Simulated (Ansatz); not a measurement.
# SnO2 (P4_2/mnm): scan of the energy under strain, by script

What does a strain cost in SnO2 (P4_2/mnm)? Wanted for SnO2 (P4_2/mnm): a scan of the energy under strain.

Computed with Ansatz 0.2.0, driven from Python. Level of theory: DFT PBE, plane waves, PAW.

## Step 1: The system

It takes space group P4_2/mnm (No. 136, tetragonal). Conventional cell: a = 4.738 Å, b = 4.738 Å, c = 3.187 Å, α = 90.00°, β = 90.00°, γ = 90.00°. Sn (site symmetry mmm) is surrounded by 6 O at 2.05 to 2.06 Å. O (site symmetry m2m) has 3 Sn at 2.05 to 2.06 Å as nearest neighbours.

No structure file is read: the coordinates are typed or built in the script.

## Step 2: The script

Input file sno2_strain.py:

```python
import warnings

import ansatz as az
import matplotlib.pyplot as plt
import numpy as np

vectors0 = np.array([
    [4.738, 0.0, 0.0],
    [0.0, 4.738, 0.0],
    [0.0, 0.0, 3.1865],
])
sites = [
    ("Sn", (0.0, 0.0, 0.0)),
    ("Sn", (0.5, 0.5, 0.5)),
    ("O", (0.3071, 0.3071, 0.0)),
    ("O", (0.1929, 0.8071, 0.5)),
    ("O", (0.6929, 0.6929, 0.0)),
    ("O", (0.8071, 0.1929, 0.5)),
]


def build(cell):
    crystal = az.Crystal(lattice=az.Lattice.of(cell))
    for symbol, position in sites:
        crystal = crystal.atom(symbol, position)
    return crystal

warnings.simplefilter("ignore", az.DeckWarning)

values = np.linspace(-0.01, 0.01, 7)
energies = []
for d in values:
    strain = d / 2 * (np.ones((3, 3)) - np.eye(3))
    cell = vectors0 @ (np.eye(3) + strain)
    base = (
        build(cell).calculation()
        .basis(510)
        .occupations("fermi_dirac", width=0.02)
        .kpoints(4, 4, 6)
    )
    r = base.run().report
    energies.append(r["free_energy_ev"] / len(sites))
    print(f"d = {d:+.4f}  F = {energies[-1]:.5f} eV/atom")
energies = np.array(energies)

for value, e in zip(values, energies):
    print(f"strain {value:7.3f}   E - Emin = {1000 * (e - energies.min()):9.3f} meV/atom")
plt.figure(figsize=(4.5, 3))
plt.plot(values, 1000 * (energies - energies.min()), "o-")
plt.xlabel("strain")
plt.ylabel("meV/atom")
plt.tight_layout()
plt.savefig("strain.png", dpi=100)
curvature = 2 * np.polyfit(values, energies, 3)[1]
volume = abs(np.linalg.det(vectors0)) / len(sites)
print(f"d2E/dd2 over the volume: {curvature / volume * 160.21766:.1f} GPa")
```

## Step 3: What the engine is handed

The package turns the script's settings into the engine's input (first run):

```yaml
crystal:
  lattice:
    - [4.738, -0.023690000000000003, -0.023690000000000003]
    - [-0.023690000000000003, 4.738, -0.023690000000000003]
    - [-0.015932500000000002, -0.015932500000000002, 3.1865]
  atoms:
    - { symbol: Sn, position: [0.0, 0.0, 0.0] }
    - { symbol: Sn, position: [0.5, 0.5, 0.5] }
    - { symbol: O, position: [0.3071, 0.3071, 0.0] }
    - { symbol: O, position: [0.1929, 0.8071, 0.5] }
    - { symbol: O, position: [0.6929, 0.6929, 0.0] }
    - { symbol: O, position: [0.8071, 0.1929, 0.5] }
basis:
  ecutwfc: 510.0
kpoints:
  mp_grid:
    grid: [4, 4, 6]
scf:
  occupations:
    method: fermi_dirac
    width: 0.02
```

## Step 4: Running it

Command:

```console
$ python sno2_strain.py
```

Log:

```text
d = -0.0100  F = -2386.31025 eV/atom
d = -0.0067  F = -2386.31122 eV/atom
d = -0.0033  F = -2386.31180 eV/atom
d = +0.0000  F = -2386.31200 eV/atom
d = +0.0033  F = -2386.31181 eV/atom
d = +0.0067  F = -2386.31123 eV/atom
d = +0.0100  F = -2386.31028 eV/atom
strain  -0.010   E - Emin =     1.749 meV/atom
strain  -0.007   E - Emin =     0.775 meV/atom
strain  -0.003   E - Emin =     0.193 meV/atom
strain   0.000   E - Emin =     0.000 meV/atom
strain   0.003   E - Emin =     0.192 meV/atom
strain   0.007   E - Emin =     0.764 meV/atom
strain   0.010   E - Emin =     1.715 meV/atom
d2E/dd2 over the volume: 465.5 GPa
```

It took 31 s on 1 thread of Arm Neoverse V1, shared host; peak memory 0.46 GiB.

## Step 5: What changed from run to run

The engine's inputs for some of the other runs:

Run 2, against run 1:

```diff
@@ -3,3 +3,3 @@
-    - [4.738, -0.023690000000000003, -0.023690000000000003]
-    - [-0.023690000000000003, 4.738, -0.023690000000000003]
-    - [-0.015932500000000002, -0.015932500000000002, 3.1865]
+    - [4.738, -0.015793333333333333, -0.015793333333333333]
+    - [-0.015793333333333333, 4.738, -0.015793333333333333]
+    - [-0.010621666666666666, -0.010621666666666666, 3.1865]
```

Run 3, against run 1:

```diff
@@ -3,3 +3,3 @@
-    - [4.738, -0.023690000000000003, -0.023690000000000003]
-    - [-0.023690000000000003, 4.738, -0.023690000000000003]
-    - [-0.015932500000000002, -0.015932500000000002, 3.1865]
+    - [4.738, -0.007896666666666666, -0.007896666666666666]
+    - [-0.007896666666666666, 4.738, -0.007896666666666666]
+    - [-0.005310833333333333, -0.005310833333333333, 3.1865]
```

Run 4, against run 1:

```diff
@@ -3,3 +3,3 @@
-    - [4.738, -0.023690000000000003, -0.023690000000000003]
-    - [-0.023690000000000003, 4.738, -0.023690000000000003]
-    - [-0.015932500000000002, -0.015932500000000002, 3.1865]
+    - [4.738, 0.0, 0.0]
+    - [0.0, 4.738, 0.0]
+    - [0.0, 0.0, 3.1865]
```

## Step 6: Run by run

One row for each of the 7 runs:

| run | strain | energy from run 4 (meV/atom) | SCF cycles | CPU time (s) |
| --- | --- | --- | --- | --- |
| 1 | -0.010 | 1.75 | 6 | 4.3 |
| 2 | -0.007 | 0.77 | 6 | 4.5 |
| 3 | -0.003 | 0.19 | 6 | 4.2 |
| 4 | 0.000 | 0.00 | 6 | 3 |
| 5 | 0.003 | 0.19 | 6 | 4.3 |
| 6 | 0.007 | 0.76 | 6 | 4.5 |
| 7 | 0.010 | 1.72 | 6 | 4.4 |

## Step 7: Summary of results

| quantity | value |
| --- | --- |
| curvature under the strain | 465.5 GPa |
| runs compared | 7 |
| range of energy | 1.75 meV/atom |
| lowest point, strain | 0.000 |

What this shows: Against the unstrained cell the energy per atom changes by +1.75 meV at one end of the scan and +1.72 meV at the other, and its second derivative over the volume is 465.5 GPa. What to keep in mind:
- The curvature belongs to this strain pattern and to the cell's stress; it equals a single elastic constant only for simple patterns.
- No functional is typed, so the default, PBE, holds.
- The ions keep their fractional positions (clamped ions).
